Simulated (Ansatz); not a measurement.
# MnO (P6_3mc) in Ansatz: convergence with smearing width

Aim: find how far smearing width must go before the results for MnO settle, at LDA. This setting moves, with any that are tied to it; all else stays.

Program: Ansatz 0.2.0. These are calculated values, not measurements. Logs are shortened: lines on timing, memory, paths and dates and some standing lists are left out, and cuts for length are marked.

## Step 1: Starting point

Symmetry: P6_3mc, No. 186, hexagonal system. Conventional cell: a = 3.372 Å, b = 3.372 Å, c = 5.386 Å, α = 90.00°, β = 90.00°, γ = 120.00°. Mn (site symmetry 3m) is surrounded by 4 O at 1.96 to 2.08 Å. Around O (site symmetry 3m) lie 4 Mn at 1.96 to 2.08 Å.

Measurements of this composition are mostly on another form, of space group No. 225.

## Step 2: With smearing width 0.3 eV

input.yaml

```yaml
crystal:
  lattice:
    - [3.3717, 0.0, 0.0]
    - [-1.68585, 2.9199778539, 0.0]
    - [0.0, 0.0, 5.3855]
  atoms:
    - { symbol: Mn, position: [0.6666666667, 0.3333333333, 0.51096], spin: 4.0 }
    - { symbol: Mn, position: [0.3333333333, 0.6666666667, 0.01096], spin: 4.0 }
    - { symbol: O, position: [0.6666666667, 0.3333333333, 0.87547] }
    - { symbol: O, position: [0.3333333333, 0.6666666667, 0.37547] }
hamiltonian:
  xc: lda
  pseudopotentials: { kind: paw }
magnetization:
  spin_polarized: true
kpoints:
  mp_grid: { grid: [8, 8, 4] }
scf:
  occupations: { method: methfessel_paxton, width: 0.3 }
output:
  forces: true
  stress: true
  eigenvalues: true
```

Potentials or basis: Ansatz PAW.

Run with:

```bash
ansatz run input.yaml --threads 2 --pin off --max-ram 5632MiB --backend cpu --events-out ev --progress --plain --runs-dir out
```

Standard output:

```text
Warning: RAYON_NUM_THREADS=2 ignored (pool sized by the plan → 2); use --threads N
Engine: ansatz 0.2.0, x86_64-unknown-linux-gnu
Pseudopotentials: kind: paw
Pseudopotential: Mn, paw, valence charge 15, recommended cutoff 420 eV (normal), Mn.paw.azcp
Pseudopotential: O, paw, valence charge 6, recommended cutoff 420 eV (normal), O.paw.azcp
Functional definition: SPW92
  exchange = slater_x
  correlation = pw_c
Crystal: 4 atoms, lattice volume = 53.022 Å³
Basis set: ecut = 420 eV, 1085 PW (Γ)
Bands: 30, of which v1, the nominal top of the filled ones, is band 21 counted from 1 (20 counted from 0)
Symmetry: 12 space group operations
Space group: P63mc (ITA 186), of the structure as read, at distance tolerance 3.8e-5 Å
Magnetic group: BNS 186.203 (UNI 1433), of the structure as read, at distance tolerance 3.8e-5 Å
k-points: 30 of 256 (time reversal used)
Non-local potential: Mn, projectors of the file, l = 0: 3, l = 1: 2, l = 2: 3, l = 3: 1
Non-local potential: O, projectors of the file, l = 0: 2, l = 1: 2, l = 2: 1
PAW form: soft (Blöchl's): semilocal exchange-correlation on the pseudo side does not see the compensation charge
PAW frozen core: Mn, regenerated for the run's functional, and the local potential with it (the file was generated under x = pbe(κ = 0.804, μ = 0.2195149727645171), c = pbe(β = 0.06672455060314922))
PAW frozen core: O, regenerated for the run's functional, and the local potential with it (the file was generated under x = pbe(κ = 0.804, μ = 0.2195149727645171), c = pbe(β = 0.06672455060314922))
PAW one-centre angular grid: Mn, 590 points (default); XC on 64 Gauss nodes
PAW one-centre angular grid: O, 110 points (default); XC on 64 Gauss nodes
Initial density: superposition of atomic densities (chi_scale 0.1, normalization cell, long waves kept (reshape's long-wave potential 0.00 eV rms))
[... 32 lines left out ...]
Per-site moments (μB) at R_I (Å): [(3.7852702365296316, 0.8097657995624999), (3.785270236529633, 0.8097657995625), (0.23672880903510704, 0.8097657995624999), (0.23672880903510768, 0.8097657995625)]
Free energy (F): -8791.499934 eV
Harris-Foulkes:  -8791.499934 eV  (|F-HF|=4.46e-10)
Internal energy: -8791.511650 eV  (E = F + TS)
E sigma→0 (E₀):  -8791.502863 eV
Entropy (-TS):   0.011716 eV (2.929 meV/atom)
Fermi energy:    10.280275 eV
--- Per-component energies (eV) ---
  E_band       = -621.811077
  E_kinetic    = 944.541434
  E_local      = -5223.932292  (includes V_loc(G=0)·N_el)
  E_nonlocal   = 614.008864
  E_hartree    = 2099.499110
  E_xc         = -363.398388
  E_vxc        = -467.482984  (∫ρ·V_xc dr)
  E_paw        = -2791.022997  (= ΣΔE_a)
  E_vpaw       = -687.947326  (= ΣTr[D̂ρ^β])
  E_aug_tail   = 0.004902  (compensation charges beyond the density's cutoff)
  E_ewald      = -4072.174031
  E_core_change = 0.961749  (= ΣΔE_core)
  E_smearing   = 0.011716  (= −TS)
  E_closure    = 0.000000  (closes the sum)
  Σ components = -8791.499934   (vs F -8791.499934, Δ=0.00e0)
--- Forces (eV/Å), atoms counted from 1 ---
  atom   1  Mn     0.00000000     0.00000000    -0.55233848
  atom   2  Mn     0.00000000    -0.00000000    -0.55233848
  atom   3  O      0.00000000    -0.00000000     0.55232694
  atom   4  O      0.00000000     0.00000000     0.55232694
  max |Σ_I F_I| component: 2.31e-5 eV/Å
--- Stress (GPa, compression-positive) ---
       -6.983381       0.000000       0.000000
        0.000000      -6.983381       0.000000
        0.000000      -0.000000      -0.574660
  P = ⅓ Tr σ = -4.8471 GPa (-48.471 kbar)
--- Band table (eV; the first three rows and the last of 60) ---
  k-point 0 ↑: bands = ["-70.6668", "-70.6635", "-39.7924", "-39.7843", "-39.7843", "-39.7780", "-39.7780", "-39.7529", "-9.5081", "-8.9597", "3.0988", "3.8616", "4.0495", "4.0495", "4.3937", "4.3937", "7.2816", "7.2816", "7.7649", "7.8368", "7.8368", "8.8723", "9.3439", "9.3439", "10.4063", "10.4063", "10.4580", "13.9794", "15.9106", "21.7188"]
  k-point 1 ↑: bands = ["-70.6663", "-70.6640", "-39.7866", "-39.7834", "-39.7834", "-39.7789", "-39.7789", "-39.7587", "-9.4267", "-9.0385", "3.0718", "3.5968", "4.0826", "4.0826", "4.3238", "4.3238", "7.3874", "7.3874", "7.7950", "7.7950", "8.1927", "9.1596", "9.4791", "9.4791", "10.2426", "10.2426", "10.5900", "13.0070", "16.9022", "20.8490"]
  k-point 2 ↑: bands = ["-70.6651", "-70.6651", "-39.7812", "-39.7812", "-39.7812", "-39.7812", "-39.7727", "-39.7727", "-9.2313", "-9.2313", "3.2014", "3.2014", "4.1848", "4.1848", "4.1848", "4.1848", "7.6195", "7.6195", "7.6195", "7.6195", "8.9659", "8.9659", "9.8494", "9.8494", "9.8494", "9.8494", "11.5473", "11.5473", "18.6548", "18.6548"]
  k-point 29 ↓: bands = ["-66.0870", "-66.0870", "-35.3570", "-35.3570", "-35.3393", "-35.3393", "-35.3191", "-35.3191", "-8.3606", "-8.3606", "4.1803", "4.1803", "4.8065", "4.8065", "5.6934", "5.6934", "10.7007", "10.7007", "11.5685", "11.5685", "11.9738", "11.9738", "12.3152", "12.3152", "12.7158", "12.7158", "17.0512", "17.0512", "17.9573", "17.9573"]
```

It took 13 s on 2 threads of AMD EPYC (Zen 3), shared host; peak memory 0.41 GiB.

Results:

| Property | Result |
| --- | --- |
| Free energy | -8791.4999 eV |
| Pressure | -4.8 GPa |
| Largest force | 0.552 eV/Å |
| Band gap on the k mesh | none (metal or under the smearing width) |
| Net moment | 9.90 μB per cell |
| Absolute moment | 9.90 μB per cell |
| Site moments | Mn +3.79; O +0.24 μB |

## Step 3: With smearing width 0.2 eV

input.yaml: that of step 2 with these lines changed.

```diff
@@ -18,3 +18,3 @@
 scf:
-  occupations: { method: methfessel_paxton, width: 0.3 }
+  occupations: { method: methfessel_paxton, width: 0.2 }
 output:
```

Potentials or basis: Ansatz PAW.

Run with:

```bash
ansatz run input.yaml --threads 2 --pin off --max-ram 5632MiB --backend cpu --events-out ev --progress --plain --runs-dir out
```

It took 12 s on 2 threads of AMD EPYC (Zen 3), shared host; peak memory 0.42 GiB.

What came out:

```yaml
Free_energy: -8791.5030 eV
Pressure: -4.7 GPa
Largest_force: 0.550 eV/Å
Band_gap_on_the_k_mesh: none (metal or under the smearing width)
Net_moment: 9.92 μB per cell
Absolute_moment: 9.92 μB per cell
Site_moments: Mn +3.79; O +0.24 μB
```

## Step 4: With smearing width 0.15 eV

input.yaml: that of step 3 with these lines changed.

```diff
@@ -18,3 +18,3 @@
 scf:
-  occupations: { method: methfessel_paxton, width: 0.2 }
+  occupations: { method: methfessel_paxton, width: 0.15 }
 output:
```

Run with:

```bash
ansatz run input.yaml --threads 2 --pin off --max-ram 5632MiB --backend cpu --events-out ev --progress --plain --runs-dir out
```

Wall time 13 s (2 threads of AMD EPYC (Zen 3), shared host); peak memory 0.41 GiB.

What came out:

```yaml
Free_energy: -8791.5040 eV
Pressure: -4.6 GPa
Largest_force: 0.546 eV/Å
Band_gap_on_the_k_mesh: none (metal or under the smearing width)
Net_moment: 9.92 μB per cell
Absolute_moment: 9.92 μB per cell
Site_moments: Mn +3.79; O +0.24 μB
```

## Step 5: With smearing width 0.1 eV

input.yaml: that of step 4 with these lines changed.

```diff
@@ -18,3 +18,3 @@
 scf:
-  occupations: { method: methfessel_paxton, width: 0.15 }
+  occupations: { method: methfessel_paxton, width: 0.1 }
 output:
```

Run with:

```bash
ansatz run input.yaml --threads 2 --pin off --max-ram 5632MiB --backend cpu --events-out ev --progress --plain --runs-dir out
```

It took 13 s on 2 threads of AMD EPYC (Zen 3), shared host; peak memory 0.41 GiB.

Results:

```
Free energy            : -8791.5043 eV
Pressure               : -4.6 GPa
Largest force          : 0.547 eV/Å
Band gap on the k mesh : none (metal or under the smearing width)
Net moment             : 9.92 μB per cell
Absolute moment        : 9.92 μB per cell
Site moments           : Mn +3.79; O +0.24 μB
```

## Step 6: With smearing width 0.05 eV

input.yaml: that of step 5 with these lines changed.

```diff
@@ -18,3 +18,3 @@
 scf:
-  occupations: { method: methfessel_paxton, width: 0.1 }
+  occupations: { method: methfessel_paxton, width: 0.05 }
 output:
```

Potentials or basis: Ansatz PAW.

Run with:

```bash
ansatz run input.yaml --threads 2 --pin off --max-ram 5632MiB --backend cpu --events-out ev --progress --plain --runs-dir out
```

Run time: 12 s. Hardware: 2 threads of AMD EPYC (Zen 3), shared host; peak memory 0.41 GiB.

It converged, with:

```
Free energy            : -8791.5043 eV
Pressure               : -4.6 GPa
Largest force          : 0.552 eV/Å
Band gap on the k mesh : none (metal or under the smearing width)
Net moment             : 9.92 μB per cell
Absolute moment        : 9.92 μB per cell
Site moments           : Mn +3.79; O +0.24 μB
```

## Step 7: With smearing width 0.025 eV

input.yaml: that of step 6 with these lines changed.

```diff
@@ -18,3 +18,3 @@
 scf:
-  occupations: { method: methfessel_paxton, width: 0.05 }
+  occupations: { method: methfessel_paxton, width: 0.025 }
 output:
```

Run with:

```bash
ansatz run input.yaml --threads 2 --pin off --max-ram 5632MiB --backend cpu --events-out ev --progress --plain --runs-dir out
```

It took 12 s on 2 threads of AMD EPYC (Zen 3), shared host; peak memory 0.41 GiB.

Results (log left out):

```
Free energy            : -8791.5042 eV
Pressure               : -4.6 GPa
Largest force          : 0.552 eV/Å
Band gap on the k mesh : none (metal or under the smearing width)
Net moment             : 9.93 μB per cell
Absolute moment        : 9.93 μB per cell
Site moments           : Mn +3.79; O +0.24 μB
```

## Step 8: With smearing width 0.01 eV

input.yaml: that of step 7 with these lines changed.

```diff
@@ -18,3 +18,3 @@
 scf:
-  occupations: { method: methfessel_paxton, width: 0.025 }
+  occupations: { method: methfessel_paxton, width: 0.01 }
 output:
```

Run with:

```bash
ansatz run input.yaml --threads 2 --pin off --max-ram 5632MiB --backend cpu --events-out ev --progress --plain --runs-dir out
```

Wall time 13 s (2 threads of AMD EPYC (Zen 3), shared host); peak memory 0.41 GiB.

The run converged. Its results:

```
Free energy            : -8791.5042 eV
Pressure               : -4.5 GPa
Largest force          : 0.553 eV/Å
Band gap on the k mesh : none (metal or under the smearing width)
Net moment             : 9.94 μB per cell
Absolute moment        : 9.94 μB per cell
Site moments           : Mn +3.80; O +0.24 μB
```

## Step 9: With smearing width 0.005 eV

input.yaml: that of step 8 with these lines changed.

```diff
@@ -18,3 +18,3 @@
 scf:
-  occupations: { method: methfessel_paxton, width: 0.01 }
+  occupations: { method: methfessel_paxton, width: 0.005 }
 output:
```

Potentials or basis: Ansatz PAW.

Run with:

```bash
ansatz run input.yaml --threads 2 --pin off --max-ram 5632MiB --backend cpu --events-out ev --progress --plain --runs-dir out
```

Run time: 13 s. Hardware: 2 threads of AMD EPYC (Zen 3), shared host; peak memory 0.41 GiB.

It converged, with:

* Free energy: -8791.5042 eV
* Pressure: -4.5 GPa
* Largest force: 0.553 eV/Å
* Band gap on the k mesh: none (metal or under the smearing width)
* Net moment: 9.94 μB per cell
* Absolute moment: 9.94 μB per cell
* Site moments: Mn +3.80; O +0.24 μB

## Step 10: The series at a glance

```
smearing width  energy less the tightest run, at zero smearing (meV/atom)  pressure (GPa)  largest force (eV/Å)  absolute moment (μB)  SCF cycles  CPU time (s)  peak memory (GiB)
        0.3 eV                                                       0.34           -4.85                 0.552                  9.90          15            21               0.41
        0.2 eV                                                       0.00           -4.66                 0.550                  9.92          14            21               0.42
       0.15 eV                                                      -0.07           -4.63                 0.546                  9.92          14            22               0.41
        0.1 eV                                                      -0.04           -4.61                 0.547                  9.92          14            21               0.41
       0.05 eV                                                      -0.01           -4.61                 0.552                  9.92          13            20               0.41
      0.025 eV                                                       0.00           -4.57                 0.552                  9.93          13            20               0.41
       0.01 eV                                                       0.00           -4.50                 0.553                  9.94          13            21               0.41
      0.005 eV                                                       0.00           -4.51                 0.553                  9.94          13            21               0.41
```

Against the tightest run, the energy stays within 1 meV/atom from 0.3 eV on; the pressure stays within 0.1 GPa from 0.025 eV on; the largest force stays within 0.005 eV/Å from 0.05 eV on; the absolute moment stays within 0.02 μB from 0.2 eV on. Narrower smearing needs a denser k mesh, so at a fixed mesh the narrowest width isn't the most accurate. The tightest run that finished is the yardstick and may itself not be fully converged.

Caveats: the magnetic or orbital state may not be the lowest; semilocal functionals often make such compounds metallic where correlation or magnetic order opens a gap, which also shifts bond lengths; only a ferromagnetic start was run, and an antiferromagnetic order may lie lower in energy; the PAW data sets come from PBE, with cores solved anew for the run's functional, which leaves a small shift of forces and pressure.
